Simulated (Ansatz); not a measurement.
## Pb in Ag(111), 2x2: scattering by a point defect

Aim: the resistance that Pb in Ag(111), 2x2 adds to the host.

Method: Ansatz plane-wave DFT, PBE, PAW files; ballistic transport by layer matching (Landauer), zero bias; PAW set soft_1, in Ansatz 0.2.0.

**1. Starting point**

The cell holds 44 atoms: 43 Ag and 1 Pb. Its edges and angles: a = 5.779 Å, b = 5.779 Å, c = 26.004 Å, α = 86.8°, β = 93.2°, γ = 120.0°. It derives from Ag. Regions: lead, 24 atoms (24 Ag); scattering region, 20 atoms (19 Ag and 1 Pb). The structure is stacked along c, and the current runs across the ab planes.

**2. Transmission at ideal sites**

The defect sits in one plane of the supercell, all atoms on ideal sites; the layers about the cell's end are the lead. The mesh across the current, 10×10, is finer than the density's, because channels open and close sharply across the zone. Energies from -0.1 to 0.1 eV in steps of 0.05 eV are too few for the program's thermal sum, so it prints no conductance; for a metal the transmission near the Fermi level serves, at a fraction of the cost.

File input.yaml:

```yaml
crystal:
  lattice:
    - [5.7787594586, 0.0, 0.0]
    - [-2.8893797293, 5.0045524935, 0.0]
    - [-1.4446898646, 0.8340920822, 25.9508553696]
  atoms:
    - { symbol: Ag, position: [0.0075757576, 0.9924242424, 0.0454545455] }
    - { symbol: Ag, position: [0.0075757576, 0.4924242424, 0.0454545455] }
    - { symbol: Ag, position: [0.5075757576, 0.9924242424, 0.0454545455] }
    - { symbol: Ag, position: [0.5075757576, 0.4924242424, 0.0454545455] }
    - { symbol: Ag, position: [0.1893939394, 0.3106060606, 0.1363636364] }
    - { symbol: Ag, position: [0.1893939394, 0.8106060606, 0.1363636364] }
    - { symbol: Ag, position: [0.6893939394, 0.3106060606, 0.1363636364] }
    - { symbol: Ag, position: [0.6893939394, 0.8106060606, 0.1363636364] }
    - { symbol: Ag, position: [0.3712121212, 0.1287878788, 0.2272727273] }
    - { symbol: Ag, position: [0.3712121212, 0.6287878788, 0.2272727273] }
    - { symbol: Ag, position: [0.8712121212, 0.1287878788, 0.2272727273] }
    - { symbol: Ag, position: [0.8712121212, 0.6287878788, 0.2272727273] }
    - { symbol: Ag, position: [0.053030303, 0.946969697, 0.3181818182] }
    - { symbol: Ag, position: [0.053030303, 0.446969697, 0.3181818182] }
    - { symbol: Ag, position: [0.553030303, 0.946969697, 0.3181818182] }
    - { symbol: Ag, position: [0.553030303, 0.446969697, 0.3181818182] }
    - { symbol: Ag, position: [0.2348484848, 0.2651515152, 0.4090909091] }
    - { symbol: Ag, position: [0.2348484848, 0.7651515152, 0.4090909091] }
    - { symbol: Ag, position: [0.7348484848, 0.2651515152, 0.4090909091] }
    - { symbol: Ag, position: [0.7348484848, 0.7651515152, 0.4090909091] }
    - { symbol: Pb, position: [0.4166666667, 0.0833333333, 0.5] }
    - { symbol: Ag, position: [0.4166666667, 0.5833333333, 0.5] }
    - { symbol: Ag, position: [0.9166666667, 0.0833333333, 0.5] }
    - { symbol: Ag, position: [0.9166666667, 0.5833333333, 0.5] }
    - { symbol: Ag, position: [0.0984848485, 0.9015151515, 0.5909090909] }
    - { symbol: Ag, position: [0.0984848485, 0.4015151515, 0.5909090909] }
    - { symbol: Ag, position: [0.5984848485, 0.9015151515, 0.5909090909] }
    - { symbol: Ag, position: [0.5984848485, 0.4015151515, 0.5909090909] }
    - { symbol: Ag, position: [0.2803030303, 0.2196969697, 0.6818181818] }
    - { symbol: Ag, position: [0.2803030303, 0.7196969697, 0.6818181818] }
    - { symbol: Ag, position: [0.7803030303, 0.2196969697, 0.6818181818] }
    - { symbol: Ag, position: [0.7803030303, 0.7196969697, 0.6818181818] }
    - { symbol: Ag, position: [0.4621212121, 0.0378787879, 0.7727272727] }
    - { symbol: Ag, position: [0.4621212121, 0.5378787879, 0.7727272727] }
    - { symbol: Ag, position: [0.9621212121, 0.0378787879, 0.7727272727] }
    - { symbol: Ag, position: [0.9621212121, 0.5378787879, 0.7727272727] }
    - { symbol: Ag, position: [0.1439393939, 0.8560606061, 0.8636363636] }
    - { symbol: Ag, position: [0.1439393939, 0.3560606061, 0.8636363636] }
    - { symbol: Ag, position: [0.6439393939, 0.8560606061, 0.8636363636] }
    - { symbol: Ag, position: [0.6439393939, 0.3560606061, 0.8636363636] }
    - { symbol: Ag, position: [0.3257575758, 0.1742424242, 0.9545454545] }
    - { symbol: Ag, position: [0.3257575758, 0.6742424242, 0.9545454545] }
    - { symbol: Ag, position: [0.8257575758, 0.1742424242, 0.9545454545] }
    - { symbol: Ag, position: [0.8257575758, 0.6742424242, 0.9545454545] }
kpoints:
  mp_grid: { grid: [4, 4, 1] }
hamiltonian:
  xc: pbe
  pseudopotentials: { kind: paw, azcp: { folder: soft_1 } }
scf:
  occupations: { method: fermi_dirac, width: 0.1 }
output:
  transmission: { leads: [[0, 4]], kmesh: [10, 10], e_range: [-0.1, 0.1], de: 0.05 }
  write_potential: true
  write_density: true
  volumetric_format: npy
  elf: true
```

Started as:

```bash
$ ansatz run input.yaml --threads 4 --pin off --max-ram 15360MiB --backend cpu --events-out ev --progress --plain --runs-dir out
```

Numbers of over 12 decimals in the logs are rounded to 6 here.

What it wrote:

```text
Engine: ansatz 0.2.0, aarch64-unknown-linux-gnu
Pseudopotentials: kind: paw
Pseudopotential: Ag, paw, valence charge 19, recommended cutoff 420 eV (normal), soft_1/Ag.paw.azcp
Pseudopotential: Pb, paw, valence charge 14, recommended cutoff 420 eV (normal), soft_1/Pb.paw.azcp
Functional definition: PBE
  parameter kappa = 0.804
  parameter beta = 0.066725
  exchange = pbe_x(kappa = kappa, mu = beta*pi^2/3)
  correlation = pbe_c(beta = beta)
Crystal: 44 atoms, lattice volume = 750.501 Å³
Basis set: ecut = 420 eV, 14721 PW (Γ)
Bands: 499, of which v1, the nominal top of the filled ones, is band 416 counted from 1 (415 counted from 0)
Symmetry: 4 space group operations
Space group: C2/m (ITA 12), of the structure as read, at distance tolerance 9.1e-5 Å
k-points: 7 of 16
Non-local potential: Ag, projectors of the file, l = 0: 3, l = 1: 2, l = 2: 2, l = 3: 1
Non-local potential: Pb, projectors of the file, l = 0: 2, l = 1: 2, l = 2: 2, l = 3: 1
PAW form: soft (Blöchl's): semilocal exchange-correlation on the pseudo side does not see the compensation charge
PAW one-centre angular grid: Ag, 590 points (default); XC on 64 Gauss nodes
PAW one-centre angular grid: Pb, 590 points (default); XC on 64 Gauss nodes
Initial density: superposition of atomic densities (chi_scale 0.1, normalization cell, long waves 60 % of neutral atoms (reshape's long-wave potential 1.60 eV rms, cloud 2.91 Å wide))
Initial wavefunctions: pseudopotential atomic-orbital guess
Functional: x = pbe(κ = 0.804, μ = 0.219515), c = pbe(β = 0.066725)
SCF iter   1: F=—  HF=-338317.676007 eV  |F-HF|=—  |Δ(HF+E_count)|=         —  Δρ=7.15e-2  dr2=2.38e2  ethr=3.10e-3  ⟨swp⟩=4.7  Hψ=10436  notcnv=0  defer=98
preconditioner: auto → Kerker (q_TF=auto, 2.775 Å⁻¹)  [metal: Δε(μ)=0.045 eV  Ē_g=10.519 eV  σ=0.100 eV  W_gap=0.11  n_scr=292 (ndim 8)  ℏωp=29.9 eV  f_vac=0.000  D(μ)=12.63/eV (n_scr^D=74)]
SCF iter   2: F=—  HF=-338307.108811 eV  |F-HF|=—  |Δ(HF+E_count)|=    1.06e1  Δρ=2.62e-2  dr2=9.48e1  ethr=3.10e-3  ⟨swp⟩=2.0  Hψ=5392  notcnv=0  defer=422
SCF iter   3: F=—  HF=-338304.666656 eV  |F-HF|=—  |Δ(HF+E_count)|=    2.44e0  Δρ=9.83e-3  dr2=4.14e1  ethr=3.10e-3  ⟨swp⟩=2.0  Hψ=4050  notcnv=0  defer=424
SCF iter   4: F=—  HF=-338303.951550 eV  |F-HF|=—  |Δ(HF+E_count)|=   7.15e-1  Δρ=5.85e-3  dr2=6.91e0  ethr=3.10e-3  ⟨swp⟩=2.1  Hψ=3148  notcnv=0  defer=424
SCF iter   5: F=—  HF=-338303.717103 eV  |F-HF|=—  |Δ(HF+E_count)|=   2.34e-1  Δρ=3.30e-3  dr2=9.54e-1  ethr=8.32e-4  ⟨swp⟩=1.7  Hψ=4030  notcnv=0  defer=433
SCF iter   6: F=—  HF=-338303.683184 eV  |F-HF|=—  |Δ(HF+E_count)|=   3.39e-2  Δρ=1.64e-3  dr2=7.23e-2  ethr=1.15e-4  ⟨swp⟩=1.1  Hψ=3060  notcnv=0  defer=433
SCF iter   7: F=—  HF=-338303.680245 eV  |F-HF|=—  |Δ(HF+E_count)|=   2.94e-3  Δρ=3.55e-4  dr2=1.27e-2  ethr=8.70e-6  ⟨swp⟩=1.7  Hψ=3839  notcnv=0  defer=433
SCF iter   8: F=—  HF=-338303.679311 eV  |F-HF|=—  |Δ(HF+E_count)|=   9.34e-4  Δρ=1.82e-4  dr2=2.35e-3  ethr=1.53e-6  ⟨swp⟩=2.1  Hψ=4734  notcnv=0  defer=433
SCF iter   9: F=—  HF=-338303.679137 eV  |F-HF|=—  |Δ(HF+E_count)|=   1.74e-4  Δρ=1.05e-4  dr2=4.27e-4  ethr=2.83e-7  ⟨swp⟩=2.0  Hψ=5141  notcnv=0  defer=434
SCF iter  10: F=—  HF=-338303.679139 eV  |F-HF|=—  |Δ(HF+E_count)|=   1.95e-6  Δρ=3.12e-5  dr2=2.71e-5  ethr=5.14e-8  ⟨swp⟩=2.1  Hψ=5310  notcnv=0  defer=434
SCF iter  11: F=—  HF=-338303.679951 eV  |F-HF|=—  |Δ(HF+E_count)|=   8.12e-4  Δρ=9.75e-6  dr2=2.54e-6  ethr=3.26e-9  ⟨swp⟩=2.0  Hψ=5477  notcnv=0  defer=434
SCF iter  12: F=—  HF=-338303.679950 eV  |F-HF|=—  |Δ(HF+E_count)|=   1.21e-7  Δρ=3.46e-6  dr2=2.27e-7  ethr=3.06e-10  ⟨swp⟩=2.0  Hψ=4997  notcnv=0  defer=434
SCF iter  13: F=-338303.679950 eV  HF=-338303.679950 eV  |F-HF|=1.79e-8  |Δ(HF+E_count)|=   3.34e-8  Δρ=1.71e-6  dr2=2.84e-8  ethr=1.20e-11  ⟨swp⟩=12.0  Hψ=16860  notcnv=0
SCF 1 converged in 13 iterations: F = -338303.679950 eV  dr2 = 2.84e-8
  greatest PAW one-centre occupation: 1.001 electrons in one spin orbital (limit 2), on the Ag atom at site 40 (counted from 0), in its partial waves of l = 0
transmission: 104 of 1023 steps passed
transmission: 212 of 1023 steps passed
[...]
transmission: 1023 of 1023 steps passed
SCF converged after 13 iterations
Free energy (F): -338303.679950 eV
Harris-Foulkes:  -338303.679950 eV  (|F-HF|=1.79e-8)
Internal energy: -338303.243569 eV  (E = F + TS)
E sigma→0 (E₀):  -338303.461760 eV
Entropy (-TS):   -0.436381 eV (-9.918 meV/atom)
Fermi energy:    17.389258 eV
--- Per-component energies (eV) ---
  E_band       = -10030.008607
  E_kinetic    = 20422.849131
  E_local      = -90699.309549  (includes V_loc(G=0)·N_el)
  E_nonlocal   = 1669.165653
  E_hartree    = 44581.500440
  E_xc         = -7055.443396
  E_vxc        = -8809.701051  (∫ρ·V_xc dr)
  E_paw        = -180476.605047  (= ΣΔE_a)
  E_vpaw       = -21776.029259  (= ΣTr[D̂ρ^β])
  E_aug_tail   = 0.016125  (compensation charges beyond the density's cutoff)
  E_ewald      = -126745.416924
  E_smearing   = -0.436381  (= −TS)
  E_closure    = -0.000000  (closes the sum)
  Σ components = -338303.679950   (vs F -338303.679950, Δ=0.00e0)
--- Band table (eV; the first three rows and the last of 7) ---
  k-point 0: bands = [... 412 lower, 17.5368, 17.7277, 17.7553, 17.8994, 17.9211, 18.0061, 18.0957, 18.1731, ... 79 higher]
  k-point 1: bands = [... 412 lower, 17.0801, 17.1412, 17.2175, 17.3044, 17.4291, 17.5344, 17.5801, 17.7220, ... 79 higher]
  k-point 2: bands = [... 412 lower, 17.0455, 17.0536, 17.0985, 17.1692, 17.2562, 17.2656, 17.6339, 17.6552, ... 79 higher]
  k-point 6: bands = [... 412 lower, 16.9646, 16.9779, 17.3553, 17.3758, 17.3928, 17.4667, 17.5357, 17.6047, ... 79 higher]
--- Transmission ---
  basis      : 253 plane waves across, 33 finite elements along
  points     : 31, standing for a mesh of 10 x 10
  energies   : 5 from -0.100000 to 0.100000 eV about the Fermi level, 0.050000 eV apart; the leads are filled to 0.000000 eV, and channels, transmission and decay are at 0.000000 eV
  crystal 0  : Ag4, at the sites [0, 4], period 2.3592 Å, over 23.59 Å; its Hamiltonian steps by up to 5.8 meV
    offset         : up to 0.0000 Å between an atom of the period and one for which it stands
    channels       : 3.210000e0 a spin
    conductance    : none, the energies end too early or step too widely for 300 K: set another output.transmission.e_range or a lower de, or, where they end at an eighth of basis.ecutwfc, a higher one
  junction   : crystal 0 to crystal 0, 0.70 to 24.29 Å
    transmission   : 2.834883e0 a spin
    conductance    : none, the energies end too early or step too widely for 300 K: set another output.transmission.e_range or a lower de, or, where they end at an eighth of basis.ecutwfc, a higher one
```

Elapsed: 6.7 min, on 4 threads of Arm Neoverse V1, shared host; peak memory 6.3 GiB.

This run has no spin polarisation although its electron count is odd.

Numbers from this step:

```
free energy                                    : -338303.6800 eV
energy at zero smearing                        : -338303.4618 eV
Fermi energy                                   : 17.39 eV
cell area                                      : 28.92 Å²
transmission per spin nearest the Fermi level  : 2.835
open channels per spin nearest the Fermi level : 3.21
step of the lead's potential                   : 5.8 meV
```

Per spin. The transmission, zone mean by energy, zero at the Fermi level:

```csv
energy (eV),"transmission, zone mean"
-0.1000,2.82
-0.0500,2.83
0.0000,2.83
0.0500,2.83
0.1000,2.82
```

Per spin. The open channels, zone mean, lead stays at 3.21 for energy from -0.1 to 0.1 eV.

Transmission over k1 and k2. At 0.0000 eV from the Fermi level.

Ten even steps from '0' (0.92) to '9' (3.82):
```
6966696666
6696696666
6667376666
6663113666
9997101799
6666311366
6666673766
6666696696
6666696669
9666696666
```
Columns: k1 (b1) from -0.5 to 0.4; rows upwards: k2 (b2) from -0.5 to 0.4.

Open channels over k1 and k2. At 0.0000 eV from the Fermi level.

Ten even steps from '_' (3.00) to '@' (4.00):
```
__@@______@@________
____@@____@@________
______@@__@@________
____________________
@@@@@@@@______@@@@@@
____________________
__________@@__@@____
__________@@____@@__
__________@@______@@
@@________@@________
```
Columns: k1 (b1) from -0.5 to 0.4; rows upwards: k2 (b2) from -0.5 to 0.4.

Electrostatic potential energy in the ca plane at fractional y = 0.083, with atoms of Pb and Ag within 0.2 Å of it. With pseudopotentials it is smooth inside the atoms' cores, unlike the true potential.

Ten even steps from '0' (-12 eV) to '9' (20 eV), each cell a mean:
```
99984001589888999999998304405999999999999971
99961230389999999999998304305999999999888984
99960230389999999999998510027998889997446898
99973002699766899977799864579986568984113799
99997557997312589854689988889975468973113899
89999999996201489754689876678886578986346897
89999888997323699877788620026888889999889983
99996324798767899998997200003899999999999971
99972110489999999999997000002899999999999972
99960240389999999999997100004899899998667986
99961010489888999988888510037887679985225899
99985224898534799865689876688975468973003799
89999888997201489754589988889975468984125898
89999999996211589865789875578987789998668985
89998657898545799988899610027999999999999971
```
Columns run along c (16.0 Å, from fractional 0.15 to 0.76 of the cell; values clipped at the 3rd and 97th percentile), rows up along a (5.8 Å). Atoms in or near the plane, at fractional coordinates: Pb at (0.50, 0.42), Ag at (0.50, 0.92).

ELF in the ca plane at fractional y = 0.083, with atoms of Pb and Ag within 0.2 Å of it. It is the smooth field of the valence electrons, not physical close to the nuclei.

Values, 8 rows by 16 columns, each cell a mean:
```
0.18 0.32 0.50 0.20 0.18 0.17 0.17 0.19 0.32 0.65 0.26 0.19 0.17 0.17 0.19 0.25
0.18 0.34 0.52 0.20 0.20 0.17 0.18 0.19 0.24 0.40 0.20 0.20 0.18 0.23 0.31 0.18
0.17 0.20 0.23 0.19 0.37 0.22 0.22 0.24 0.20 0.23 0.20 0.27 0.20 0.27 0.35 0.18
0.17 0.18 0.21 0.19 0.34 0.21 0.19 0.21 0.30 0.31 0.29 0.19 0.18 0.18 0.20 0.24
0.18 0.31 0.49 0.20 0.19 0.17 0.18 0.22 0.31 0.06 0.33 0.20 0.18 0.17 0.18 0.25
0.18 0.35 0.52 0.20 0.19 0.17 0.18 0.20 0.32 0.30 0.28 0.21 0.18 0.23 0.31 0.18
0.17 0.20 0.23 0.19 0.37 0.22 0.22 0.24 0.21 0.24 0.19 0.27 0.20 0.27 0.35 0.18
0.17 0.18 0.21 0.19 0.34 0.21 0.19 0.20 0.22 0.37 0.20 0.19 0.17 0.18 0.20 0.24
```
Columns run along c (16.0 Å, from fractional 0.15 to 0.76 of the cell), rows up along a (5.8 Å). Atoms in or near the plane, at fractional coordinates: Pb at (0.50, 0.42), Ag at (0.50, 0.92).

Valence density in the ca plane at fractional y = 0.083, with atoms of Pb and Ag within 0.2 Å of it. It is the smooth field of the valence electrons, not physical close to the nuclei.

Ten steps, logarithmic in the rise over the least value, from '0' (0 e/Å³) to '9' (16 e/Å³), each cell a mean:
```
10014676311111000000001489973100000000000025
00136998510000000000001589973100000001111114
00136997410011000011101367752011110012443111
10024775311232100122210133321012321124664200
10012332112455311233310011110123431124664201
11000111012566311233310112211113321013442112
11001121112455310122211245532111110001111124
10013554211232100011111367753100000000000025
00025887410110000000002478863100000000110025
00136998510000000000001467753111110001232112
00126887410121100011111245531112221013553101
10013554211344210123210122210123331124664200
10001111012565311234310011110123321113553111
11000111012565311133210123321012211012321113
10001332111343200111101357752101100000110025
```
Columns run along c (16.0 Å, from fractional 0.15 to 0.76 of the cell), rows up along a (5.8 Å). Atoms in or near the plane, at fractional coordinates: Pb at (0.50, 0.42), Ag at (0.50, 0.92).

Over the solved energies the transmission per spin lies between 2.82 and 2.83, out of 3.21 channels of the lead on average (up to 3.21).

**3. Resistance at ideal sites**

This step: Ansatz plane-wave DFT, PBE, PAW files; ballistic transport by layer matching (Landauer), zero bias; area resistance of the defect plane and resistivity an atomic per cent; PAW set soft_1 (Ansatz 0.2.0).

This step gave:

| Item | Value |
| --- | --- |
| area resistance | 0.1554 fΩ m² |
| T over the leads' mean channel count | 0.8821 |
| resistivity per at.% scaled from this dense plane, with the factor 3/4 for isotropic scattering | 1.976 µΩ cm |

Averaged over the energies near the Fermi level, 88.2 % of the channels pass, which makes 0.155 fΩ m².

By hand, with T and the leads' channels N averaged over the energies near the Fermi level: RA = A (h/2e²)(1/T − 1/N) = 28.92×10⁻²⁰ m² × 12 906 Ω × (1/2.832 − 1/3.210) = 0.155 fΩ m². Per atomic per cent: RA × A / V_atom × 0.01 × 3/4 = 1.98 µΩ cm, with the host's V_atom = 17.06 Å³.

**4. What came out**

- share of channels that pass, rigid: 0.882
- area resistance, rigid: 0.155 fΩ m²
- resistivity per at.% from the area resistance, times 3/4, rigid: 1.98 µΩ cm

What this shows: The plane of defects adds 0.16 fΩ m². Scaled to one atomic per cent that is 2.6 µΩ cm as it stands and 2.0 with the factor 3/4 for isotropic scattering on a spherical Fermi surface. These are rough estimates of the dilute value, not bounds. One Pb in each 2x2 cell reflects 12 % of the lead's channels. The defects form a dense periodic sheet that scatters coherently, unlike a dilute random alloy. T and N are means over the solved energies nearest the Fermi level. Spin-orbit coupling is left out, which matters for Pb.

[Logs are printed without paths, hosts, clocks, repeated set-up lines and the standing remarks that a program may print on its own settings, such as how far it seeks lower states.]

[Hosts, paths, dates, database ids (printed as entryN), source tags and the programs' standing remarks are cut or masked in the printed files.]
